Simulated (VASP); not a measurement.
# Bi (Im-3m) in VASP: a series of runs

The runs below take Bi through single point, relaxation of cell and atoms, with PBEsol.

All numbers are computed with VASP 6.6.1; they aren't measurements. Logs are shortened: lines on timing, memory, paths and dates and some standing lists are left out, and cuts for length are marked.

**1. The crystal as given**

The structure is cubic, space group Im-3m (No. 229). The conventional cell has a = 3.753 Å, b = 3.753 Å, c = 3.753 Å, α = 90.00°, β = 90.00°, γ = 90.00°. Around Bi (site symmetry m-3m) lie 8 Bi at 3.25 Å.

This isn't the form of Bi at room conditions, which is rhombohedral.

**2. Single point, PBEsol**

The input, INCAR:

```
SYSTEM = Bi
  ALGO = Fast
  EDIFF = 1E-7
  ENCUT = 520
  GGA = PS
  ISIF = 2
  ISMEAR = 0
  LASPH = .TRUE.
  LCHARG = .FALSE.
  LREAL = .FALSE.
  LWAVE = .FALSE.
  NBANDS = 14
  NELM = 100
  PREC = Accurate
  SIGMA = 0.1
```

The input, KPOINTS:

```
k-points
0
G
  16 16 16
  0 0 0
```

The input, POSCAR:

```
Bi
1.0
   -1.8762641856      1.8762641856      1.8762641856
    1.8762641856     -1.8762641856      1.8762641856
    1.8762641856      1.8762641856     -1.8762641856
Bi
1
Direct
    0.0000000000      0.0000000000      0.0000000000
```

Potentials or basis: VASP PAW PBE potentials, release 64 (Bi_d).

Started as:

```sh
cat potpaw_PBE.64/Bi_d/POTCAR > POTCAR
mpirun -np 1 vasp_std > vasp.out
```

OUTCAR:

```text
SYSTEM = Bi
   EDIFF = 1E-7
   ENCUT = 520
   GGA = PS
   ISIF = 2
   ISMEAR = 0
   LASPH = .TRUE.
   LREAL = .FALSE.
   NELM = 100
   PREC = Accurate

 ion  position               nearest neighbor table
   1  0.000  0.000  0.000-

  LATTYP: Found a body centered cubic cell.
 ALAT       =     3.7525283712

  Lattice vectors:

 A1 = (  -1.8762641856,   1.8762641856,   1.8762641856)
 A2 = (   1.8762641856,  -1.8762641856,   1.8762641856)
 A3 = (   1.8762641856,   1.8762641856,  -1.8762641856)

Analysis of symmetry for initial positions (statically):
=====================================================================
 Subroutine PRICEL returns:
 Original cell was already a primitive cell.

 Routine SETGRP: Setting up the symmetry group for a
 body centered cubic supercell.

 Subroutine GETGRP returns: Found 48 space group operations
 (whereof 48 operations were pure point group operations)
 out of a pool of 48 trial point group operations.

The static configuration has the point symmetry O_h .

Analysis of symmetry for dynamics (positions and initial velocities):
=====================================================================
 Subroutine PRICEL returns:
 Original cell was already a primitive cell.

 Routine SETGRP: Setting up the symmetry group for a
 body centered cubic supercell.

 Subroutine GETGRP returns: Found 48 space group operations
 (whereof 48 operations were pure point group operations)
 out of a pool of 48 trial point group operations.

The dynamic configuration has the point symmetry O_h .

 Subroutine INISYM returns: Found 48 space group operations
 (whereof 48 operations are pure point group operations),
 and found     1 'primitive' translations

----------------------------------------------------------------------------------------

                                     Primitive cell

  volume of cell :      26.4206

  direct lattice vectors                    reciprocal lattice vectors
    -1.876264186  1.876264186  1.876264186     0.000000000  0.266486993  0.266486993
     1.876264186 -1.876264186  1.876264186     0.266486993  0.000000000  0.266486993
     1.876264186  1.876264186 -1.876264186     0.266486993  0.266486993  0.000000000

  length of vectors
     3.249784898  3.249784898  3.249784898     0.376869519  0.376869519  0.376869519

  position of ions in fractional coordinates (direct lattice)
     0.000000000  0.000000000  0.000000000

  ion indices of the primitive-cell ions
   primitive index   ion index
                 1           1

----------------------------------------------------------------------------------------

 KPOINTS: k-points

Automatic generation of k-mesh.
 Grid dimensions read from file:
 generate k-points for:   16   16   16

 Generating k-lattice:

  Cartesian coordinates                     Fractional coordinates (reciprocal lattice)
     0.000000000  0.016655437  0.016655437     0.062500000  0.000000000  0.000000000
     0.016655437  0.000000000  0.016655437     0.000000000  0.062500000  0.000000000
     0.016655437  0.016655437  0.000000000     0.000000000  0.000000000  0.062500000

  Length of vectors
     0.023554345  0.023554345  0.023554345

  Shift w.r.t. Gamma in fractional coordinates (k-lattice)
     0.000000000  0.000000000  0.000000000

 Subroutine IBZKPT returns following result:
 ===========================================

 Found    145 irreducible k-points:

 Following reciprocal coordinates:
            Coordinates               Weight
  0.000000  0.000000  0.000000      1.000000
  0.062500  0.000000  0.000000     12.000000
  0.125000  0.000000  0.000000     12.000000
  0.187500  0.000000  0.000000     12.000000
  0.250000  0.000000  0.000000     12.000000
  0.312500  0.000000  0.000000     12.000000
[... 16 lines left out ...]
  0.187500  0.187500  0.000000     24.000000
  0.250000  0.187500  0.000000     48.000000
 [... further k-points ...]
   k-points           NKPTS =    145   k-points in BZ     NKDIM =    145   number of bands    NBANDS=     14
   number of dos      NEDOS =    301   number of ions     NIONS =      1
   total plane-waves  NPLWV =  13824
   dimension x,y,z NGX =    24 NGY =   24 NGZ =   24
   dimension x,y,z NGXF=    48 NGYF=   48 NGZF=   48
   ions per type =               1
   NGX,Y,Z   is equivalent  to a cutoff of  12.28, 12.28, 12.28 a.u.
   NGXF,Y,Z  is equivalent  to a cutoff of  24.55, 24.55, 24.55 a.u.
 SYSTEM =  Bi
   PREC   = accura    normal or accurate (medium, high low for compatibility)
   ISTART =      0    job   : 0-new  1-cont  2-samecut
   ICHARG =      2    charge: 1-file 2-atom 10-const
   ISPIN  =      1    spin polarized calculation?
   LNONCOLLINEAR =      F non collinear calculations
   LSORBIT =      F    spin-orbit coupling
   LASPH  =      T    aspherical Exc in radial PAW
   ENCUT  =  520.0 eV  38.22 Ry    6.18 a.u.   6.04  6.04  6.04*2*pi/ulx,y,z
   NELM   =    100;   NELMIN=  2; NELMDL= -5     # of ELM steps
   EDIFF  = 0.1E-06   stopping-criterion for ELM
   LREAL  =      F    real-space projection
   EDIFFG = 0.1E-05   stopping-criterion for IOM
   NSW    =      0    number of steps for IOM
   IBRION =     -1    ionic relax: 0-MD 1-quasi-New 2-CG
   NFREE  =      0    steps in history (QN), initial steepest desc. (CG)
   ISIF   =      2    stress and relaxation
   ISYM   =      2    0-nonsym 1-usesym 2-fastsym
   POTIM  = 0.5000    time-step for ionic-motion
   TEBEG  =    0.0;   TEEND  =   0.0 temperature during run
   PSTRESS=    0.0 pullay stress
   NELECT =      15.0000    total number of electrons
   NUPDOWN=      -1.0000    fix difference up-down
   EMIN   =  10.00;   EMAX   =-10.00  energy-range for DOS
   EFERMI =   0.00;   METHOD = LEGACY
   ISMEAR =     0;   SIGMA  =   0.10  broadening in eV -4-tet -1-fermi 0-gaus
   EFERMI_NEDOS =   21; number of points for ismear=-14 and -15
   IALGO  =     68    algorithm
   IMIX   =      4    mixing-type and parameters
     AMIX     =   0.40;   BMIX     =  1.00
     AMIX_MAG =   1.60;   BMIX_MAG =  1.00
  volume/ion in A,a.u.               =      26.42       178.29
  Fermi-wavevector in a.u.,A,eV,Ry     =   1.355578  2.561671 25.001963  1.837592
  Thomas-Fermi vector in A             =   2.482654
   LORBIT       =      0    0 simple, 1 ext, 2 COOP (PROOUT), +10 PAW based schemes
   GGA     = PS    functional components
   LHFCALC =     F    Hartree Fock is set to
   AEXX    =    0.0000 exact exchange contribution
   IVDW    =     0    specifies the selected vdW correction
   LEPSILON=     F    determine dielectric tensor
   LRPA    =     F    only Hartree local field effects (RPA)
 non-spin polarized calculation
 RMM-DIIS sequential band-by-band and
 Gauss-broadening in eV      SIGMA  =   0.10
  energy-cutoff  :      520.00
  volume of cell :       26.42
 maximum number of plane-waves:       726
   NGX = 13   NGY = 13   NGZ = 13

 number of electron      14.9999992 magnetization

 Free energy of the ion-electron system (eV)
  ---------------------------------------------------
  ext. energy  EPLUGINS =         0.00000000
  ---------------------------------------------------
  free energy    TOTEN  =        -4.11966312 eV

  energy without entropy =       -4.11700087  energy(sigma->0) =       -4.11833200

 E-fermi :   9.9111     XC(G=0): -11.2440

 val. band max:        9.9104557739   @ k =   0.3125   0.1250   0.0625
 cond. band min:       9.9536988649   @ k =   0.3125   0.1875   0.1250
 fundamental gap:      0.0432430910
 Fermi energy:         9.9110529613

 k-point     1 :       0.0000    0.0000    0.0000
  band No.  band energies     occupation
      1     -13.1743      2.00000
      2     -13.1743      2.00000
      3     -13.1743      2.00000
      4     -12.9543      2.00000
      5     -12.9543      2.00000
      6      -4.8547      2.00000
      7      16.3586      0.00000
      8      16.3586      0.00000
      9      16.3586      0.00000
     10      20.4169      0.00000
     11      20.4169      0.00000
     12      20.4169      0.00000
     13      21.3970      0.00000
     14      22.7850      0.00000

 k-point     2 :       0.0625    0.0000    0.0000
  band No.  band energies     occupation
      1     -13.1770      2.00000
      2     -13.1701      2.00000
      3     -13.1611      2.00000
      4     -12.9575      2.00000
      5     -12.9547      2.00000
      6      -4.7682      2.00000
      7      15.4336      0.00000
      8      16.0559      0.00000
      9      16.2507      0.00000
     10      19.8065      0.00000
     11      20.1664      0.00000
     12      20.3250      0.00000
     13      21.9604      0.00000
     14      23.1676      0.00000

 k-point     3 :       0.1250    0.0000    0.0000
  band No.  band energies     occupation
      1     -13.1850      2.00000
      2     -13.1593      2.00000
      3     -13.1234      2.00000
      4     -12.9661      2.00000
      5     -12.9559      2.00000
      6      -4.5092      2.00000
      7      13.5233      0.00000
      8      15.3256      0.00000
      9      15.9354      0.00000
     10      18.9194      0.00000
     11      19.6723      0.00000
     12      20.2692      0.00000
     13      22.6144      0.00000
     14      24.0734      0.00000
[... 324 lines left out ...]
 k-point    23 :       0.1875    0.1875    0.0000
  band No.  band energies     occupation
      1     -13.1972      2.00000
      2     -13.1283      2.00000
      3     -12.9928      2.00000
      4     -12.9719      2.00000
      5     -12.9324      2.00000
      6      -2.5912      2.00000
      7       7.9167      2.00000
      8      10.7241      0.00000
      9      13.7113      0.00000
     10      18.8706      0.00000
     11      19.4720      0.00000
     12      22.2492      0.00000
     13      23.8525      0.00000
     14      25.3453      0.00000

 k-point    24 :       0.2500    0.1875    0.0000
  band No.  band energies     occupation
      1     -13.2019      2.00000
      2     -13.1148      2.00000
      3     -12.9889      2.00000
      4     -12.9764      2.00000
      5     -12.8988      2.00000
      6      -1.8395      2.00000
      7       6.6286      2.00000
      8       9.6982      1.99739
      9      13.2902      0.00000
     10      18.7124      0.00000
     11      19.9803      0.00000
     12      22.4970      0.00000
     13      24.9090      0.00000
     14      25.0501      0.00000

 [... further k-points ...]
[... 5 lines left out ...]
  --------------------------------------------------------------------------------------
  -------------------------------------------------------------------------------------
  Total        1.6812635      1.6812635      1.6812635     -0.0000000     -0.0000000      0.0000000
  in kB      101.9540316    101.9540316    101.9540316     -0.0000000     -0.0000000      0.0000000
  external PRESSURE =     101.9540316 kB  Pullay stress =       0.0000000 kB

 VOLUME and BASIS-vectors are now :
 -----------------------------------------------------------------------------
  energy-cutoff  :      520.00
  volume of cell :       26.42
      direct lattice vectors                 reciprocal lattice vectors
    -1.876264186  1.876264186  1.876264186     0.000000000  0.266486993  0.266486993
     1.876264186 -1.876264186  1.876264186     0.266486993  0.000000000  0.266486993
     1.876264186  1.876264186 -1.876264186     0.266486993  0.266486993  0.000000000

 POSITION                                       TOTAL-FORCE (eV/Angst)
 -----------------------------------------------------------------------------------
      0.00000      0.00000      0.00000         0.000000      0.000000      0.000000
 -----------------------------------------------------------------------------------
    total drift:                               -0.000000      0.000000      0.000000

  FREE ENERGIE OF THE ION-ELECTRON SYSTEM (eV)
  ---------------------------------------------------
  free  energy   TOTEN  =        -4.1196631225 eV

  energy  without entropy=       -4.1170008737  energy(sigma->0) =       -4.11833200
```

It took 16 s on 1 thread of Intel Xeon 6975P-C (Granite Rapids), shared host; peak memory 0.17 GiB.

What came out:

```yaml
Free_energy: -4.1197 eV
Pressure: 10.2 GPa
Band_gap_on_the_k_mesh: none (metal or under the smearing width)
```

Caveat: the PAW data sets were made with another functional, which shifts forces and pressure a little; spin-orbit coupling is left out, which moves the levels of the heavy elements.

**3. Relaxation of cell and atoms, PBEsol, target pressure 10.1 GPa, at which the enthalpy is minimised**

The input, INCAR:

```
SYSTEM = Bi
PREC = Accurate
ENCUT = 600
EDIFF = 1E-6
ISMEAR = 0
SIGMA = 0.1
LREAL = .FALSE.
LASPH = .TRUE.
NELM = 100
ALGO = Normal
ISIF = 3
LWAVE = .FALSE.
LCHARG = .FALSE.
GGA = PS
IBRION = 2
NSW = 100
EDIFFG = -0.002
PSTRESS = 101.0
```

The input, KPOINTS:

```
regular mesh
0
G
  16 16 16
  0 0 0
```

POSCAR is that of step 2.

Potentials or basis: VASP PAW PBE potentials, release 64 (Bi_d).

Started as:

```sh
cat potpaw_PBE.64/Bi_d/POTCAR > POTCAR
mpirun -np 1 vasp_std > vasp.out
```

It took 42 s on 1 thread of Intel Xeon 6975P-C (Granite Rapids), shared host; peak memory 0.2 GiB.

Results (log left out):

| Item | Value |
| --- | --- |
| Free energy | -4.1226 eV |
| Relaxed volume | 26.46 Å³/atom |
| Relaxed cell | a = 3.251 Å, b = 3.251 Å, c = 3.251 Å, α = 109.47°, β = 109.47°, γ = 109.47° |
| Space group after relaxing (to 0.05 Å) | Im-3m (No. 229) |
| Energy change on relaxing (the enthalpy is what falls) | -2.6 meV/atom |
| Ionic steps | 3 |
| Pressure after relaxing | 10.1 GPa |
| Band gap on the k mesh | none (metal or under the smearing width) |

The path:
```tsv
step	energy change (eV)	largest force (eV/Å)	pressure (GPa)	volume (Å³)
1	0.0000	0.0000	10.26	26.42
2	-0.0063	0.0000	9.82	26.52
3	-0.0026	0.0000	10.11	26.46
```

Final structure:
```
CELL_PARAMETERS angstrom
-1.87724 1.87724 1.87724
1.87724 -1.87724 1.87724
1.87724 1.87724 -1.87724
ATOMIC_POSITIONS crystal
Bi 0.00000 0.00000 0.00000
```

Levels at points of the mesh, in eV from the Fermi level:
```csv
k point,band 4,band 5,band 6,band 7,band 8,band 9,band 10,band 11
"(0.00, 0.00, 0.00)",-22.87,-22.87,-14.75,6.43,6.43,6.43,10.51,10.51
"(0.50, 0.00, 0.00)",-22.87,-22.73,-10.69,-6.07,1.94,3.91,6.65,8.07
"(0.50, 0.50, 0.50)",-22.76,-22.76,-7.76,-2.16,-2.16,-2.16,3.41,3.41
```

Caveat: the cell is relaxed towards a set pressure, so the enthalpy falls and the energy may rise; the PAW data sets were made with another functional, which shifts forces and pressure a little; spin-orbit coupling is left out, which moves the levels of the heavy elements.

**4. Single point, PBEsol**

The input, INCAR:

```
SYSTEM = Bi
PREC     = Accurate       ! precision mode
ENCUT    = 520            ! plane-wave cutoff, eV
EDIFF    = 1E-7           ! SCF threshold, eV
ISMEAR   = 0              ! smearing method
SIGMA    = 0.1            ! smearing width, eV
LREAL    = .FALSE.        ! projectors in reciprocal space
LASPH    = .TRUE.         ! aspherical terms in the spheres
NELM     = 100            ! most SCF steps
ALGO     = Fast           ! electronic algorithm
ISIF     = 2              ! what is computed and relaxed
LWAVE    = .FALSE.        ! write WAVECAR
LCHARG   = .TRUE.         ! write CHGCAR
GGA      = PS             ! functional
LELF     = .TRUE.         ! ELF
LVHAR    = .TRUE.       
NBANDS   = 14             ! bands
```

The input, KPOINTS:

```
Automatic mesh
0
G
  16 16 16
  0 0 0
```

POSCAR is that of step 3.

Started as:

```sh
cat potpaw_PBE.64/Bi_d/POTCAR > POTCAR
mpirun -np 1 vasp_std > vasp.out
```

Wall time 19 s (1 thread of Intel Xeon 6975P-C (Granite Rapids), shared host); peak memory 0.17 GiB.

Results (log left out):

```
Free energy            : -4.1197 eV
Pressure               : 10.2 GPa
Band gap on the k mesh : none (metal or under the smearing width)
```

Levels at points of the mesh, in eV from the Fermi level:
| k point | band 5 | band 6 | band 7 | band 8 | band 9 | band 10 | band 11 | band 12 |
| --- | --- | --- | --- | --- | --- | --- | --- | --- |
| (0.00, 0.00, 0.00) | -22.87 | -14.77 | 6.45 | 6.45 | 6.45 | 10.51 | 10.51 | 10.51 |
| (0.50, 0.00, 0.00) | -22.73 | -10.69 | -6.08 | 1.94 | 3.91 | 6.66 | 8.08 | 13.49 |
| (0.50, 0.50, 0.50) | -22.76 | -7.75 | -2.17 | -2.17 | -2.17 | 3.41 | 3.41 | 15.86 |

Caveat: the PAW data sets were made with another functional, which shifts forces and pressure a little; spin-orbit coupling is left out, which moves the levels of the heavy elements.
